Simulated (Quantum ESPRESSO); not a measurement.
# CdSe (Fm-3m) in Quantum ESPRESSO: reference runs

Aim: a first look at CdSe with PBE, on the cell as given and on a disturbed one.

Program: Quantum ESPRESSO 7.5. These are calculated values, not measurements. Logs are shortened: lines on timing, memory, paths and dates and some standing lists are left out, and cuts for length are marked.

### Step 1. Starting point

Symmetry: Fm-3m, No. 225, cubic system. The conventional cell has a = 5.748 Å, b = 5.748 Å, c = 5.748 Å, α = 90.00°, β = 90.00°, γ = 90.00°. Cd (site symmetry m-3m) has 6 Se at 2.87 Å as nearest neighbours. Se (site symmetry m-3m) is surrounded by 6 Cd at 2.87 Å.

Measurements of this composition are mostly on another form, of space group No. 186.

### Step 2. Single point, PBE

Contents of pw.in:

```
&CONTROL
  calculation = 'scf'
  prefix = 'pwscf'
  outdir = './tmp'
  pseudo_dir = './pseudo'
  tprnfor = .true.
  tstress = .true.
  disk_io = 'nowf'
/
&SYSTEM
  ibrav = 0
  nat = 2
  ntyp = 2
  ecutwfc = 60
  ecutrho = 480
  nbnd = 15
  occupations = 'smearing'
  smearing = 'fd'
  degauss = 0.00367493
/
&ELECTRONS
  conv_thr = 4d-10
  electron_maxstep = 120
  mixing_beta = 0.5
/
ATOMIC_SPECIES
Cd   112.4140 Cd.pbe-dn-rrkjus_psl.0.3.1.UPF
Se    78.9710 Se_pbe_v1.uspp.F.UPF
CELL_PARAMETERS angstrom
   0.0000000000    2.8739580000    2.8739580000
   2.8739580000    0.0000000000    2.8739580000
   2.8739580000    2.8739580000    0.0000000000
ATOMIC_POSITIONS crystal
Cd     0.0000000000    0.0000000000    0.0000000000
Se     0.5000000000    0.5000000000    0.5000000000
K_POINTS automatic
8 8 8 0 0 0
```

Potentials or basis: SSSP 1.3 efficiency PBE.

The run is started by

```bash
$ OMP_NUM_THREADS=1 pw.x -in pw.in > pw.out
```

pw.out:

```text
This program is part of the open-source Quantum ESPRESSO suite
     for quantum simulation of materials; please cite
         "P. Giannozzi et al., J. Phys.:Condens. Matter 21 395502 (2009);
         "P. Giannozzi et al., J. Phys.:Condens. Matter 29 465901 (2017);
         "P. Giannozzi et al., J. Chem. Phys. 152 154105 (2020);
     in publications or presentations arising from this work. More details at

     file Cd.pbe-dn-rrkjus_psl.0.3.1.UPF: wavefunction(s)  4D renormalized
     Message from routine setup:
     using ibrav=0 with symmetry is DISCOURAGED, use correct ibrav instead

     Subspace diagonalization in iterative solution of the eigenvalue problem:
     a serial algorithm will be used

     G-vector sticks info
     --------------------
     sticks:   dense  smooth     PW     G-vecs:    dense   smooth      PW
     Sum        1945     967    295                56905    20107    3287

     Using Slab Decomposition

     bravais-lattice index     =            0
     lattice parameter (alat)  =       7.6806  a.u.
     unit-cell volume          =     320.3818 (a.u.)^3
     number of atoms/cell      =            2
     number of atomic types    =            2
     number of electrons       =        18.00
     number of Kohn-Sham states=           15
     kinetic-energy cutoff     =      60.0000  Ry
     charge density cutoff     =     480.0000  Ry
     scf convergence threshold =      4.0E-10
     mixing beta               =       0.5000
     number of iterations used =            8  plain     mixing
     Exchange-correlation= SLA  PW   PBE  PBE
                           (   1   4   3   4   0   0   0)

     celldm(1)=   7.680585  celldm(2)=   0.000000  celldm(3)=   0.000000
     celldm(4)=   0.000000  celldm(5)=   0.000000  celldm(6)=   0.000000

     crystal axes: (cart. coord. in units of alat)
               a(1) = (   0.000000   0.707107   0.707107 )
               a(2) = (   0.707107   0.000000   0.707107 )
               a(3) = (   0.707107   0.707107   0.000000 )

     reciprocal axes: (cart. coord. in units 2 pi/alat)
               b(1) = ( -0.707107  0.707107  0.707107 )
               b(2) = (  0.707107 -0.707107  0.707107 )
               b(3) = (  0.707107  0.707107 -0.707107 )

     PseudoPot. # 1 for Cd read from file:
     Cd.pbe-dn-rrkjus_psl.0.3.1.UPF
     Pseudo is Ultrasoft + core correction, Zval = 12.0
     Generated using "atomic" code by A. Dal Corso  v.5.0.99 svn rev. 10869
     Using radial grid of 1239 points,  6 beta functions with:
                l(1) =   0
                l(2) =   0
                l(3) =   1
                l(4) =   1
                l(5) =   2
                l(6) =   2
     Q(r) pseudized with 0 coefficients

     PseudoPot. # 2 for Se read from file:
     Se_pbe_v1.uspp.F.UPF
     Pseudo is Ultrasoft + core correction, Zval =  6.0
     Generated by new atomic code, or converted to UPF format
     Using radial grid of  877 points,  6 beta functions with:
                l(1) =   0
                l(2) =   0
                l(3) =   1
                l(4) =   1
                l(5) =   2
                l(6) =   2
     Q(r) pseudized with  8 coefficients,  rinner =    1.300   1.300   1.300
                                                       1.300   1.300

     atomic species   valence    mass     pseudopotential
     Cd               12.00   112.41400     Cd( 1.00)
     Se                6.00    78.97100     Se( 1.00)

     48 Sym. Ops., with inversion, found

   Cartesian axes

     site n.     atom                  positions (alat units)
         1        Cd     tau(   1) = (   0.0000000   0.0000000   0.0000000  )
         2        Se     tau(   2) = (   0.7071068   0.7071068   0.7071068  )

     number of k points=    29  Fermi-Dirac smearing, width (Ry)=  0.0037
                       cart. coord. in units 2pi/alat
        k(    1) = (   0.0000000   0.0000000   0.0000000), wk =   0.0039062
        k(    2) = (   0.0883883   0.0883883  -0.0883883), wk =   0.0312500
        k(    3) = (   0.1767767   0.1767767  -0.1767767), wk =   0.0312500
        k(    4) = (   0.2651650   0.2651650  -0.2651650), wk =   0.0312500
        k(    5) = (  -0.3535534  -0.3535534   0.3535534), wk =   0.0156250
        k(    6) = (   0.1767767   0.0000000   0.0000000), wk =   0.0234375
[... 21 lines left out ...]
        k(   28) = (  -0.7071068   0.1767767   0.0000000), wk =   0.0468750
        k(   29) = (  -0.7071068   0.3535534   0.0000000), wk =   0.0234375

     Dense  grid:    56905 G-vectors     FFT dimensions: (  54,  54,  54)

     Smooth grid:    20107 G-vectors     FFT dimensions: (  40,  40,  40)

     Initial potential from superposition of free atoms

     starting charge      17.9950, renormalised to      18.0000
     Starting wfcs are   13 randomized atomic wfcs +    2 random wfcs

     Self-consistent Calculation

     iteration #  1     ecut=    60.00 Ry     beta= 0.50
     Davidson diagonalization with overlap
     ethr =  1.00E-02,  avg # of iterations =  4.8

     Threshold (ethr) on eigenvalues was too large:
     Diagonalizing with lowered threshold

     Davidson diagonalization with overlap
     ethr =  2.43E-04,  avg # of iterations =  3.4

     total energy              =    -165.91038703 Ry
     estimated scf accuracy    <       0.04464351 Ry

     iteration #  2     ecut=    60.00 Ry     beta= 0.50
     Davidson diagonalization with overlap
     ethr =  2.48E-04,  avg # of iterations =  2.1

     total energy              =    -165.91925006 Ry
     estimated scf accuracy    <       0.00197319 Ry

     iteration #  3     ecut=    60.00 Ry     beta= 0.50
     Davidson diagonalization with overlap
     c_bands:  1 eigenvalues not converged
     ethr =  1.10E-05,  avg # of iterations =  6.5

     total energy              =    -165.91962066 Ry
     estimated scf accuracy    <       0.00036947 Ry

     iteration #  4     ecut=    60.00 Ry     beta= 0.50
     Davidson diagonalization with overlap
     ethr =  2.05E-06,  avg # of iterations =  4.8

     total energy              =    -165.91969041 Ry
     estimated scf accuracy    <       0.00006056 Ry
[... 19 lines left out ...]
     total energy              =    -165.91970239 Ry
     estimated scf accuracy    <          9.6E-09 Ry

     iteration #  8     ecut=    60.00 Ry     beta= 0.50
     Davidson diagonalization with overlap
     ethr =  5.34E-11,  avg # of iterations =  8.8

     End of self-consistent calculation

          k = 0.0000 0.0000 0.0000 (  2565 PWs)   bands (ev):

    -5.6560  -0.5794  -0.5794  -0.5638  -0.5638  -0.5638   6.6166   6.6166
     6.6166   7.3041  15.9167  15.9167  15.9167  16.9853  16.9853

          k = 0.0884 0.0884-0.0884 (  2544 PWs)   bands (ev):

    -5.5459  -0.6119  -0.6119  -0.5732  -0.5451  -0.5451   5.2075   6.6908
     6.6908   8.6961  14.6055  15.3517  15.3517  16.6488  16.6511

          k = 0.1768 0.1768-0.1768 (  2529 PWs)   bands (ev):
[... 6 lines left out ...]
    -4.9146  -0.7704  -0.7704  -0.6733  -0.4454  -0.4454   2.6904   7.1017
     7.1017  10.2964  12.8811  12.8811  13.1374  17.4650  18.8700

          k =-0.3536-0.3536 0.3536 (  2512 PWs)   bands (ev):

    -4.7538  -0.8020  -0.8020  -0.7171  -0.4244  -0.4244   2.3156   7.2034
     7.2034  10.2466  12.4942  12.4942  13.1441  18.4755  20.0697

          k = 0.1768 0.0000 0.0000 (  2541 PWs)   bands (ev):

    -5.5143  -0.6495  -0.5794  -0.5681  -0.5434  -0.5434   5.2981   6.4106
     6.4106   9.1691  14.1796  14.7802  15.5535  15.5535  18.2727

          k = 0.2652 0.0884-0.0884 (  2532 PWs)   bands (ev):

    -5.2976  -0.7038  -0.6094  -0.5966  -0.5128  -0.4914   4.2016   6.3267
     6.5338  10.1784  12.7601  14.0686  15.0256  15.9742  18.3251

          k = 0.3536 0.1768-0.1768 (  2502 PWs)   bands (ev):
[... 11 lines left out ...]
    -4.8177  -0.7824  -0.7303  -0.6422  -0.4419  -0.4148   2.6223   6.1085
     7.1310  10.9935  11.5634  12.8540  14.4597  18.0793  18.5716

          k =-0.0884-0.2652 0.2652 (  2523 PWs)   bands (ev):

    -5.0845  -0.7471  -0.6971  -0.6015  -0.4901  -0.4443   3.3934   5.9636
     7.2299  10.8604  12.2821  13.2367  14.0915  17.1197  17.8437

          k = 0.0000-0.1768 0.1768 (  2541 PWs)   bands (ev):

    -5.3801  -0.6773  -0.6357  -0.5824  -0.5325  -0.4995   4.4315   6.1727
     7.0314   9.7943  13.7251  14.2320  14.2918  16.3148  17.8263

          k = 0.3536 0.0000 0.0000 (  2525 PWs)   bands (ev):

    -5.1960  -0.6677  -0.6170  -0.5407  -0.4845  -0.4845   4.3077   5.9040
     5.9040   9.6098  13.2251  13.6402  15.8413  15.8413  19.8163

          k = 0.4419 0.0884-0.0884 (  2511 PWs)   bands (ev):

    -5.0016  -0.6301  -0.5786  -0.5780  -0.4342  -0.4297   3.6040   5.7076
     5.7950   8.9707  13.2780  14.0430  15.6033  16.5628  20.4616

          k =-0.1768-0.5303 0.5303 (  2514 PWs)   bands (ev):

    -4.8198  -0.6562  -0.6341  -0.5314  -0.4052  -0.3389   2.9834   5.1818
     6.0374   9.1921  13.0490  14.7509  14.8590  17.1336  20.6177

          k =-0.0884-0.4419 0.4419 (  2526 PWs)   bands (ev):

    -4.7644  -0.7267  -0.6533  -0.5442  -0.4237  -0.3187   2.9358   4.7269
     6.5396   9.8952  12.8100  13.9000  15.0114  17.8669  18.8020

          k = 0.0000-0.3536 0.3536 (  2517 PWs)   bands (ev):

    -4.8778  -0.7604  -0.6910  -0.5739  -0.4617  -0.3785   3.1948   4.9522
     7.0623  10.9255  12.1552  13.2882  14.2408  17.5551  19.7924

          k = 0.5303 0.0000 0.0000 (  2506 PWs)   bands (ev):

    -4.9469  -0.6547  -0.5133  -0.4099  -0.4099  -0.2981   3.5994   5.3932
     5.3932   7.5919  12.9588  15.6140  16.8165  16.8165  20.7950

          k =-0.0884-0.6187 0.6187 (  2510 PWs)   bands (ev):

    -4.8598  -0.6542  -0.5464  -0.4125  -0.3862  -0.0674   3.3305   4.6968
     5.4149   7.7000  13.0498  15.9841  16.5449  17.2850  21.3564

          k = 0.0000-0.5303 0.5303 (  2522 PWs)   bands (ev):

    -4.7849  -0.6354  -0.6323  -0.4648  -0.3979  -0.1065   3.6536   3.6888
     5.8499   8.7007  13.4804  15.3388  15.7333  16.7077  19.7109

          k =-0.7071 0.0000 0.0000 (  2498 PWs)   bands (ev):

    -4.8750  -0.6704  -0.5019  -0.3735  -0.3735   0.0985   3.1535   5.1812
     5.1812   6.7730  12.7343  16.9194  17.5147  17.5147  21.6531

          k = 0.3536 0.1768 0.0000 (  2518 PWs)   bands (ev):

    -5.0877  -0.7044  -0.6390  -0.6043  -0.4814  -0.4372   3.6837   5.6097
     6.6845  10.3275  12.4700  13.7961  14.5926  16.4748  19.6657

          k =-0.2652-0.4419 0.6187 (  2511 PWs)   bands (ev):

    -4.8603  -0.7148  -0.6459  -0.6013  -0.4392  -0.3817   3.0472   5.3239
     6.4751  10.3891  12.1090  14.1091  14.4933  17.3557  19.8597

          k =-0.1768-0.3536 0.5303 (  2518 PWs)   bands (ev):
[... 6 lines left out ...]
    -4.8761  -0.6305  -0.6051  -0.4854  -0.4095  -0.2799   3.3897   5.0628
     5.4550   8.7903  13.4332  14.1143  16.0163  17.2797  20.9122

          k =-0.0884-0.4419 0.6187 (  2508 PWs)   bands (ev):

    -4.7817  -0.6698  -0.6049  -0.5073  -0.3901  -0.1462   3.3278   4.4190
     5.2917   9.5321  13.2286  14.3292  15.4670  17.8352  19.6174

          k = 0.0000-0.3536 0.5303 (  2507 PWs)   bands (ev):

    -4.7735  -0.7132  -0.5901  -0.5571  -0.4080  -0.2332   3.2815   4.3441
     5.8140  10.2543  12.4681  14.5756  14.8597  18.3599  18.4264

          k =-0.7071 0.1768 0.0000 (  2504 PWs)   bands (ev):

    -4.8222  -0.6417  -0.5809  -0.4360  -0.3735   0.0198   3.4259   4.5395
     4.8397   8.2952  13.2830  15.3353  16.1840  17.9679  20.7415

          k =-0.7071 0.3536 0.0000 (  2520 PWs)   bands (ev):

    -4.7667  -0.6811  -0.5551  -0.5551  -0.3735  -0.0392   4.1006   4.1006
     4.2170  10.1316  13.0515  14.6424  14.6424  19.1686  19.1686

     the Fermi energy is     7.3361 ev

!    total energy              =    -165.91970243 Ry
     estimated scf accuracy    <          3.8E-10 Ry
     smearing contrib. (-TS)   =      -0.00020770 Ry
     internal energy E=F+TS    =    -165.91949474 Ry

     The total energy is F=E-TS. E is the sum of the following terms:
     one-electron contribution =     -36.41958464 Ry
     hartree contribution      =      33.53670728 Ry
     xc contribution           =     -72.61147636 Ry
     ewald contribution        =     -90.42514102 Ry

     convergence has been achieved in   8 iterations

     Forces acting on atoms (cartesian axes, Ry/au):

     atom    1 type  1   force =     0.00000000    0.00000000    0.00000000
     atom    2 type  2   force =     0.00000000    0.00000000    0.00000000

     Total force =     0.000000     Total SCF correction =     0.000000

     Computing stress (Cartesian axis) and pressure

          total   stress  (Ry/bohr**3)                   (kbar)     P=       -2.68
  -0.00001819  -0.00000000   0.00000000           -2.68       -0.00        0.00
  -0.00000000  -0.00001819   0.00000000           -0.00       -2.68        0.00
   0.00000000   0.00000000  -0.00001819            0.00        0.00       -2.68

=------------------------------------------------------------------------------=
   JOB DONE.
=------------------------------------------------------------------------------=
```

It took 24 s on 1 thread of Intel Xeon 6975P-C (Granite Rapids), shared host; peak memory 0.26 GiB.

What came out:

- Free energy: -2257.4526 eV
- Pressure: -0.3 GPa
- Band gap on the k mesh: none (metal or under the smearing width)

Levels at points of the mesh, in eV from the Fermi level:
| k point | band 5 | band 6 | band 7 | band 8 | band 9 | band 10 | band 11 | band 12 | band 13 | band 14 |
| --- | --- | --- | --- | --- | --- | --- | --- | --- | --- | --- |
| (0.00, 0.00, 0.00) | -7.90 | -7.90 | -0.72 | -0.72 | -0.72 | -0.03 | 8.58 | 8.58 | 8.58 | 9.65 |
| (0.00, 0.00, -0.50) | -7.76 | -7.76 | -5.02 | -0.13 | -0.13 | 2.91 | 5.16 | 5.16 | 5.81 | 11.14 |
| (0.00, -0.50, -0.50) | -7.71 | -7.24 | -4.18 | -2.15 | -2.15 | -0.56 | 5.40 | 9.58 | 10.18 | 10.18 |

### Step 3. Single point, PBE (atoms moved at random, drawn with an rms of 0.05 Å)

pw.in: that of step 2 with these lines changed.

```diff
@@ -33,4 +33,4 @@
 ATOMIC_POSITIONS crystal
-Cd     0.0000000000    0.0000000000    0.0000000000
-Se     0.5000000000    0.5000000000    0.5000000000
+Cd    -0.0135430000    0.0021770000    0.0121660000
+Se     0.4927270000    0.5082720000    0.4844830000
 K_POINTS automatic
```

Potentials or basis: SSSP 1.3 efficiency PBE.

The run is started by

```bash
$ OMP_NUM_THREADS=1 pw.x -in pw.in > pw.out
```

Run time: 2.1 min. Hardware: 1 thread of Intel Xeon 6975P-C (Granite Rapids), shared host; peak memory 0.4 GiB.

The run converged. Its results:

| Quantity | Value |
| --- | --- |
| Free energy | -2257.4479 eV |
| Pressure | -0.1 GPa |
| Largest force | 0.099 eV/Å |
| Band gap on the k mesh | none (metal or under the smearing width) |

Forces in eV/Å, atoms in the order of the input:
```
Cd  -0.066 -0.065  0.036
Se   0.066  0.065 -0.036
```

Stress tensor (GPa, compression positive):
```
-0.02 -0.03  0.02
-0.03 -0.03  0.02
 0.02  0.02 -0.22
```

Levels at points of the mesh, in eV from the Fermi level:
| k point | band 5 | band 6 | band 7 | band 8 | band 9 | band 10 | band 11 | band 12 | band 13 | band 14 |
| --- | --- | --- | --- | --- | --- | --- | --- | --- | --- | --- |
| (0.00, 0.00, 0.00) | -7.90 | -7.89 | -0.71 | -0.71 | -0.70 | -0.02 | 8.48 | 8.54 | 8.58 | 9.66 |
| (0.00, 0.00, -0.50) | -7.76 | -7.75 | -5.00 | -0.13 | -0.13 | 2.91 | 5.16 | 5.17 | 5.82 | 11.12 |
| (0.00, -0.50, -0.50) | -7.70 | -7.23 | -4.19 | -2.15 | -2.14 | -0.54 | 5.39 | 9.60 | 10.20 | 10.21 |
| (0.50, 0.50, 0.50) | -7.76 | -7.75 | -5.02 | -0.14 | -0.14 | 2.93 | 5.17 | 5.19 | 5.82 | 11.13 |
| (-0.50, 0.00, 0.00) | -7.76 | -7.76 | -5.02 | -0.14 | -0.14 | 2.93 | 5.18 | 5.19 | 5.82 | 11.13 |
| (0.00, -0.50, 0.00) | -7.76 | -7.76 | -5.02 | -0.14 | -0.14 | 2.93 | 5.18 | 5.19 | 5.82 | 11.13 |
| (-0.50, 0.00, -0.50) | -7.70 | -7.23 | -4.19 | -2.15 | -2.14 | -0.54 | 5.39 | 9.60 | 10.20 | 10.21 |
| (-0.50, -0.50, 0.00) | -7.70 | -7.23 | -4.18 | -2.15 | -2.15 | -0.54 | 5.38 | 9.59 | 10.20 | 10.22 |
